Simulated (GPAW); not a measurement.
# Fe (P6_3/mmc) in GPAW: convergence with k mesh

Aim: find how far k mesh must go before the results for Fe settle, at RPBE. This setting moves, with any that are tied to it; all else stays.

Program: GPAW 26.7.0. These are calculated values, not measurements. Logs are shortened: lines on timing, memory, paths and dates and some standing lists are left out, and cuts for length are marked. The log counts tension as positive stress, the text compression.

## 1. Starting point

It takes space group P6_3/mmc (No. 194, hexagonal). Conventional cell: a = 2.434 Å, b = 2.434 Å, c = 3.842 Å, α = 90.00°, β = 90.00°, γ = 120.00°. Fe (site symmetry -6m2) is surrounded by 12 Fe at 2.38 to 2.43 Å.

This isn't the form of Fe at room conditions, which is bcc.

## 2. With k mesh 3 × 3 × 2

Contents of run.py:

```python
from ase import Atoms
from ase.dft.bandgap import bandgap
from ase.io import write
from ase.units import GPa
from gpaw import GPAW, PW

atoms = Atoms(['Fe', 'Fe'],
              cell=[[2.4341575853, 0.0, 0.0],
                    [-1.2170787927, 2.1080423057, 0.0],
                    [0.0, 0.0, 3.84193447]],
              scaled_positions=[[0.6666666667, 0.3333333333, 0.75],
                                [0.3333333333, 0.6666666667, 0.25]],
              pbc=True)
atoms.set_initial_magnetic_moments([3.0, 3.0])

calc = GPAW(mode=PW(600),
            xc='RPBE',
            kpts={'size': (3, 3, 2), 'gamma': True},
            occupations={'name': 'fermi-dirac', 'width': 0.05},
            nbands=19,
            convergence={'density': 1e-05, 'energy': 1e-05},
            maxiter=100,
            txt='gpaw.txt')
atoms.calc = calc
energy = atoms.get_potential_energy()
forces = atoms.get_forces()
stress = atoms.get_stress()
calc.write('gs.gpw')
write('result.traj', atoms)
print(f'Energy: {energy:.6f} eV')
print('Forces (eV/A):')
print(forces.round(4))
print('Stress (GPa):', (stress / GPa).round(3))
print('Moments:', calc.get_magnetic_moments().round(3))
print('Fermi level:', round(calc.get_fermi_level(), 4), 'eV')
print(f'Gap: {bandgap(calc)[0]:.4f} eV, direct: {bandgap(calc, direct=True)[0]:.4f} eV')
```

Potentials or basis: the program's PAW data sets (release 1.2.1) made for this functional, pw.

Command:

```console
OMP_NUM_THREADS=1 python run.py
```

Run time: 33 s. Hardware: 1 thread of Arm Neoverse V2, shared host; peak memory 0.13 GiB.

No converged result was reached.

## 3. With k mesh 4 × 4 × 2

run.py: that of step 2 with these lines changed.

```diff
@@ -17,3 +17,3 @@
             xc='RPBE',
-            kpts={'size': (3, 3, 2), 'gamma': True},
+            kpts={'size': (4, 4, 2), 'gamma': True},
             occupations={'name': 'fermi-dirac', 'width': 0.05},
```

Potentials or basis: the program's PAW data sets (release 1.2.1) made for this functional, pw.

Command:

```console
OMP_NUM_THREADS=1 python run.py
```

gpaw.txt:

```text
__  _  _
 | _ |_)|_||  |
 |__||  | ||/\| - 26.7.0

Input parameters:
  mode=PW(ecut=600.0),
  convergence={'density': 1e-05, 'energy': 1e-05},
  kpts=MonkhorstPack(size=(4, 4, 2), gamma=True),
  maxiter=100,
  nbands=19,
  occupations=Occupations(name='fermi-dirac', width=0.05),
  xc=XC(name='RPBE')

Diagonalizing LCAO Hamiltonian
Converting LCAO to pw mode

          Fe

        Fe

Atoms  # Å, Bohr magnetons
|   | symbol |         x |        y |        z |    initial magnetic moments |
|---|--------|-----------|----------|----------|-----------------------------|
| 0 |     Fe |  1.217079 | 0.702681 | 2.881451 | ( 0.0000,  0.0000,  3.0000) |
| 1 |     Fe | -0.000000 | 1.405362 | 0.960484 | ( 0.0000,  0.0000,  3.0000) |

Unit cell  # Å
| periodic |         x |        y |        z |  lengths |     angles |
|----------|-----------|----------|----------|----------|------------|
|      yes |  2.434158 | 0.000000 | 0.000000 | 2.434158 |  90.000000 |
|      yes | -1.217079 | 2.108042 | 0.000000 | 2.434158 |  90.000000 |
|      yes |  0.000000 | 0.000000 | 3.841934 | 3.841934 | 120.000000 |

Number of symmetries: 12
Symmetry operations  # r_c * U_cc + t_c -> r_c
|    | kind |            matrix            |
|----|------|------------------------------|
|  0 |  σ   |  1, 1, 0,  0,-1, 0,  0, 0, 1 |
|  1 |  S6  |  1, 1, 0, -1, 0, 0,  0, 0,-1 |
|  2 |  E   |  1, 0, 0,  0, 1, 0,  0, 0, 1 |
|  3 |  C2  |  1, 0, 0, -1,-1, 0,  0, 0,-1 |
|  4 |  C2  |  0, 1, 0,  1, 0, 0,  0, 0,-1 |
|  5 |  C3  |  0, 1, 0, -1,-1, 0,  0, 0, 1 |
|  6 |  S6  |  0,-1, 0,  1, 1, 0,  0, 0,-1 |
|  7 |  σ   |  0,-1, 0, -1, 0, 0,  0, 0, 1 |
|  8 |  σ   | -1, 0, 0,  1, 1, 0,  0, 0, 1 |
|  9 |  i   | -1, 0, 0,  0,-1, 0,  0, 0,-1 |
| 10 |  C3  | -1,-1, 0,  1, 0, 0,  0, 0, 1 |
| 11 |  C2  | -1,-1, 0,  0, 1, 0,  0, 0,-1 |

BZ-sampling:
  Number of BZ points: 32
  Number of IBZ points: 8

  Monkhorst-Pack size: [4, 4, 2]
  Monkhorst-Pack shift: [0.125, 0.125, 0.25]

K-points  # in reciprocal-cell coordinates
|   |                                coordinates |     weight |
|---|--------------------------------------------|------------|
| 0 | (  0.00000000,   0.00000000,   0.00000000) | 0.03125000 |
| 1 | (  0.00000000,   0.00000000,   0.50000000) | 0.03125000 |
| 2 | (  0.25000000,   0.00000000,   0.00000000) | 0.18750000 |
| 3 | (  0.25000000,   0.00000000,   0.50000000) | 0.18750000 |
| 4 | (  0.50000000,   0.25000000,   0.00000000) | 0.18750000 |
| 5 | (  0.50000000,   0.25000000,   0.50000000) | 0.18750000 |
| 6 | (  0.50000000,   0.50000000,   0.00000000) | 0.09375000 |
| 7 | (  0.50000000,   0.50000000,   0.50000000) | 0.09375000 |

Plane wave coefficients: 664
Cutoff: 600.0 eV

Spin-components: 2 (collinear spins)
Bands:           19
Projectors:      12
Spin-degeneracy: 1
Datatype:        complex128

Parallelization:
  kpt:    1
  domain: 1
  band:   1

Density:
  Valence electrons: 16.0
  Components: 2
  Grid points: [14 14 24]
  Charge: 0.0  # |e|

Potential:
  Grid points: [14 14 24]

species:
  Fe:
    name:    Iron
    Z:       26.0
    valence: 8
    core:    18
    charge:  0.0  # [|e|]
    compensation charges:
      type: gauss
      rc: 0.33  # [Å]
      lmax: 2
    cutoffs:
      filter: 2.06  # [Å]
      core: 2.67  # [Å]
    projectors
    | kind |    occ | energy [eV] | rcut [Å] |
    |------|--------|-------------|----------|
    |   4s |  2.000 |      -5.218 |    1.164 |
    |   4p |  0.000 |      -1.321 |    1.058 |
    |   3d |  6.000 |      -7.447 |    1.058 |
    |    s |        |      21.993 |    1.164 |
    |    p |        |      25.890 |    1.058 |
    |    d |        |      19.764 |    1.058 |

    Using partial waves for Fe as LCAO basis

Reference energy: -69249.426999  # eV

eigensolver:
  PPCG
  Converge bands: occupied
  niter=2

density mixing:
  MSR1-Mixer
  Pratt-step length: 0.05
  Maximum mixing coefficient: 0.75
  Old densities: 10
  SVD Regularization: 0.005
  Good broyden scale: 1.0
  Trust region scale: 1.0
  Backstep threshold: 4.0
  History deletion threshold: 6.0
  Fourier metric: weight=20.0, sigma=0.015

occupation numbers:
  Fermi-Dirac:
    width: 0.0500  # eV

poisson solver:
  ecut: 4800.0  # eV

xc functional:
  name: RPBE with 2 nearest neighbor stencil

convergence criteria:
- Maximum integral of absolute [dens]ity change: 1e-05 electrons / valence electron
- Maximum [total energy] change in last 3 cyles: 1e-05 eV / valence electron
- Maximum integral of absolute [eigenst]ate change: 4e-08 eV^2 / valence electron
maximum number of iterations: 100

SCF iterations
|iter     | |      energy | eigst |  dens |  magmom |
|---------|-|-------------|-------|-------|---------|
|iter:   1| |  -15.522943 | +0.29 |       |  +6.0117|
|iter:   2| |  -15.534205 | -1.95 | -0.87 |  +5.9364|
|iter:   3| |  -15.831480 | -1.92 | -0.90 |  +4.9317|
|iter:   4| |  -16.093198 | -2.16 | -1.20 |  +3.8064|
|iter:   5| |  -16.297299 | -1.91 | -1.02 |  +1.6066|
|iter:   6| |  -16.320509 | -2.48 | -1.08 |  -0.4442|
|iter:   7| |  -16.530727 | -1.73 | -1.09 |  +2.0812|
|iter:   8| |  -16.720657 | -2.53 | -1.24 |  +1.0001|
|iter:   9| |  -16.759083 | -3.44 | -1.46 |  +0.7045|
|iter:  10| |  -16.773483 | -3.40 | -1.62 |  +0.5883|
|iter:  11| |  -16.783521 | -3.45 | -1.87 |  +0.2158|
|iter:  12| |  -16.784141 | -4.66 | -2.22 |  +0.1217|
|iter:  13| |  -16.779056 | -3.90 | -2.11 |  -0.0610|
|iter:  14| |  -16.783060 | -3.91 | -1.99 |  +0.1157|
|iter:  15| |  -16.783438 | -4.86 | -2.54 |  +0.1639|
|iter:  16| |  -16.783686 | -5.28 | -2.85 |  +0.1144|
|iter:  17| |  -16.783803 | -5.62 | -3.23 |  +0.0870|
|iter:  18| |  -16.783819c| -6.21 | -3.36 |  +0.0746|
|iter:  19| |  -16.783823c| -5.85 | -3.40 |  +0.0512|
|iter:  20| |  -16.783813c| -5.82 | -3.49 |  +0.0254|
|iter:  21| |  -16.783811c| -5.89 | -3.53 |  -0.0011|
|iter:  22| |  -16.783855c| -6.04 | -3.69 |  -0.0257|
|iter:  23| |  -16.783843c| -6.15 | -3.67 |  -0.0063|
|iter:  24| |  -16.783831c| -7.90c| -4.15 |  -0.0040|
|iter:  25| |  -16.783830c| -7.79c| -4.57 |  -0.0014|
|iter:  26| |  -16.783829c| -7.97c| -4.91 |  +0.0008|
|iter:  27| |  -16.783828c| -7.77c| -5.19c|  +0.0001|

Converged in 27 steps
Energy contributions relative to reference atoms: (reference = -69249.426999)

Energy contributions:
  Kinetic:          12.712376
  Coulomb:         -10.639092
  Zero:              0.231137
  External:          0.000000
  Xc:              -19.076601
  Entropy:          -0.023297
  Spinorbit:         0.000000
  ----------------------------
  Free energy:     -16.795476
  Extrapolated:    -16.783828

dipole moment: (-0.000012, -0.000021, -0.000038)  # |e|*Ang

Total magnetic moment: (0.000000, 0.000000, 0.000071)

Local magnetic moments
|        x |        y |        z |
|----------|----------|----------|
| 0.000000 | 0.000000 | 0.000022 |  # Fe   0
| 0.000000 | 0.000000 | 0.000022 |  # Fe   1

Fermi level: 12.441
Eigenvalues  # (at kpt = [0.000, 0.000, 0.000])
| band index |      eig [eV] | occ [0-1] |      eig [eV] | occ [0-1] |
|------------|---------------|-----------|---------------|-----------|
|          0 |         3.123 |     1.000 |         3.123 |     1.000 |
|          1 |         7.253 |     1.000 |         7.253 |     1.000 |
|          2 |        10.763 |     1.000 |        10.763 |     1.000 |
|          3 |        10.763 |     1.000 |        10.763 |     1.000 |
|          4 |        10.831 |     1.000 |        10.831 |     1.000 |
|          5 |        11.266 |     1.000 |        11.266 |     1.000 |
[... 9 lines left out ...]
|         15 |        38.951 |     0.000 |        38.951 |     0.000 |
|         16 |        38.974 |     0.000 |        38.974 |     0.000 |
|        ... |               |           |               |           |
|         18 |        39.826 |     0.000 |        39.826 |     0.000 |

No gap
No difference between direct/indirect transitions

Forces  # eV/Ang
|        x |        y |        z |
|----------|----------|----------|
| -0.00000 |  0.00000 | -0.00000 |  # Fe   0
|  0.00000 | -0.00000 |  0.00000 |  # Fe   1

Stress tensor  # eV/Ang^3
|         x |         y |         z |
|-----------|-----------|-----------|
| -0.138272 | -0.000000 |  0.000000 |
| -0.000000 | -0.138272 |  0.000000 |
|  0.000000 |  0.000000 | -0.079740 |

# Writing to gs.gpw (mode='')
```

stdout:

```text
Energy: -16.783828 eV
Forces (eV/A):
[[-0.  0. -0.]
 [ 0. -0.  0.]]
Stress (GPa): [-22.154 -22.154 -12.776   0.      0.     -0.   ]
Moments: [0. 0.]
Fermi level: 12.4414 eV
Gap: 0.0000 eV, direct: 0.0000 eV
```

It took 12 s on 1 thread of Arm Neoverse V2, shared host; peak memory 0.13 GiB.

Results:

- Free energy: -16.7955 eV
- Pressure: 19.0 GPa
- Band gap on the k mesh: none (metal or under the smearing width)
- Net moment: 0.00 μB per cell

## 4. With k mesh 5 × 5 × 3

run.py: that of step 3 with these lines changed.

```diff
@@ -17,3 +17,3 @@
             xc='RPBE',
-            kpts={'size': (4, 4, 2), 'gamma': True},
+            kpts={'size': (5, 5, 3), 'gamma': True},
             occupations={'name': 'fermi-dirac', 'width': 0.05},
```

Command:

```console
OMP_NUM_THREADS=1 python run.py
```

It took 13 s on 1 thread of Arm Neoverse V2, shared host; peak memory 0.13 GiB.

What came out:

- Free energy: -16.5824 eV
- Pressure: 22.3 GPa
- Band gap on the k mesh: none (metal or under the smearing width)
- Net moment: 0.58 μB per cell
- Site moments: Fe +0.27 μB

## 5. With k mesh 6 × 6 × 4

run.py: that of step 4 with these lines changed.

```diff
@@ -17,3 +17,3 @@
             xc='RPBE',
-            kpts={'size': (5, 5, 3), 'gamma': True},
+            kpts={'size': (6, 6, 4), 'gamma': True},
             occupations={'name': 'fermi-dirac', 'width': 0.05},
```

Command:

```console
OMP_NUM_THREADS=1 python run.py
```

Run time: 19 s. Hardware: 1 thread of Arm Neoverse V2, shared host; peak memory 0.14 GiB.

The run converged. Its results:

```yaml
Free_energy: -16.6298 eV
Pressure: 22.0 GPa
Band_gap_on_the_k_mesh: none (metal or under the smearing width)
Net_moment: 0.29 μB per cell
Site_moments: Fe +0.15 μB
```

## 6. With k mesh 8 × 8 × 5

run.py: that of step 5 with these lines changed.

```diff
@@ -17,3 +17,3 @@
             xc='RPBE',
-            kpts={'size': (6, 6, 4), 'gamma': True},
+            kpts={'size': (8, 8, 5), 'gamma': True},
             occupations={'name': 'fermi-dirac', 'width': 0.05},
```

Potentials or basis: the program's PAW data sets (release 1.2.1) made for this functional, pw.

Command:

```console
OMP_NUM_THREADS=1 python run.py
```

Run time: 30 s. Hardware: 1 thread of Arm Neoverse V2, shared host; peak memory 0.15 GiB.

The run converged. Its results:

* Free energy: -16.7003 eV
* Pressure: 20.8 GPa
* Band gap on the k mesh: none (metal or under the smearing width)
* Net moment: 0.00 μB per cell

## 7. With k mesh 9 × 9 × 5

run.py: that of step 6 with these lines changed.

```diff
@@ -17,3 +17,3 @@
             xc='RPBE',
-            kpts={'size': (8, 8, 5), 'gamma': True},
+            kpts={'size': (9, 9, 5), 'gamma': True},
             occupations={'name': 'fermi-dirac', 'width': 0.05},
```

Command:

```console
OMP_NUM_THREADS=1 python run.py
```

Wall time 35 s (1 thread of Arm Neoverse V2, shared host); peak memory 0.15 GiB.

It converged, with:

- Free energy: -16.6966 eV
- Pressure: 20.8 GPa
- Band gap on the k mesh: none (metal or under the smearing width)
- Net moment: 0.00 μB per cell

## 8. With k mesh 11 × 11 × 6

run.py: that of step 7 with these lines changed.

```diff
@@ -17,3 +17,3 @@
             xc='RPBE',
-            kpts={'size': (9, 9, 5), 'gamma': True},
+            kpts={'size': (11, 11, 6), 'gamma': True},
             occupations={'name': 'fermi-dirac', 'width': 0.05},
```

Command:

```console
OMP_NUM_THREADS=1 python run.py
```

Wall time 61 s (1 thread of Arm Neoverse V2, shared host); peak memory 0.17 GiB.

It converged, with:

* Free energy: -16.6699 eV
* Pressure: 21.2 GPa
* Band gap on the k mesh: none (metal or under the smearing width)
* Net moment: 0.00 μB per cell

## 9. With k mesh 14 × 14 × 8

run.py: that of step 8 with these lines changed.

```diff
@@ -17,3 +17,3 @@
             xc='RPBE',
-            kpts={'size': (11, 11, 6), 'gamma': True},
+            kpts={'size': (14, 14, 8), 'gamma': True},
             occupations={'name': 'fermi-dirac', 'width': 0.05},
```

Potentials or basis: the program's PAW data sets (release 1.2.1) made for this functional, pw.

Command:

```console
OMP_NUM_THREADS=1 python run.py
```

It took 1.9 min on 1 thread of Arm Neoverse V2, shared host; peak memory 0.22 GiB.

It converged, with:

- Free energy: -16.6731 eV
- Pressure: 21.1 GPa
- Band gap on the k mesh: none (metal or under the smearing width)
- Net moment: 0.00 μB per cell

## 10. With k mesh 17 × 17 × 9

run.py: that of step 9 with these lines changed.

```diff
@@ -17,3 +17,3 @@
             xc='RPBE',
-            kpts={'size': (14, 14, 8), 'gamma': True},
+            kpts={'size': (17, 17, 9), 'gamma': True},
             occupations={'name': 'fermi-dirac', 'width': 0.05},
```

Command:

```console
OMP_NUM_THREADS=1 python run.py
```

Wall time 2.7 min (1 thread of Arm Neoverse V2, shared host); peak memory 0.27 GiB.

Results (log left out):

```
Free energy            : -16.6734 eV
Pressure               : 21.1 GPa
Band gap on the k mesh : none (metal or under the smearing width)
Net moment             : 0.00 μB per cell
```

## 11. Result

```
     k mesh  energy less the tightest run, at zero smearing (meV/atom)  pressure (GPa)  largest site moment (μB)  SCF cycles  CPU time (s)  peak memory (GiB)
  3 × 3 × 2                                              not converged               -                         -           -             -                  -
  4 × 4 × 2                                                     -60.39           19.03                      0.00          27            12               0.13
  5 × 5 × 3                                                      47.09           22.29                      0.27          22            13               0.13
  6 × 6 × 4                                                      24.32           21.96                      0.15          19            19               0.14
  8 × 8 × 5                                                     -15.35           20.76                      0.00          19            30               0.15
  9 × 9 × 5                                                     -12.78           20.78                      0.00          18            35               0.15
11 × 11 × 6                                                       2.87           21.22                      0.00          19            61               0.17
14 × 14 × 8                                                       0.47           21.14                      0.00          18           110               0.22
17 × 17 × 9                                                       0.00           21.10                      0.00          17           160               0.27
```

Against the tightest run, the energy stays within 1 meV/atom from 14 × 14 × 8 on; the pressure stays within 0.1 GPa from 14 × 14 × 8 on; the largest site moment stays within 0.02 μB from 8 × 8 × 5 on. Meshes of other sizes hit other points, so gaps and Fermi surfaces needn't settle smoothly. The tightest run that finished is the yardstick and may itself not be fully converged.

Caveats: the starting moments collapsed, and a magnetic state may lie lower; so large a pressure means that the cell lies far from this level's equilibrium, or that cutoff or potentials fall short.
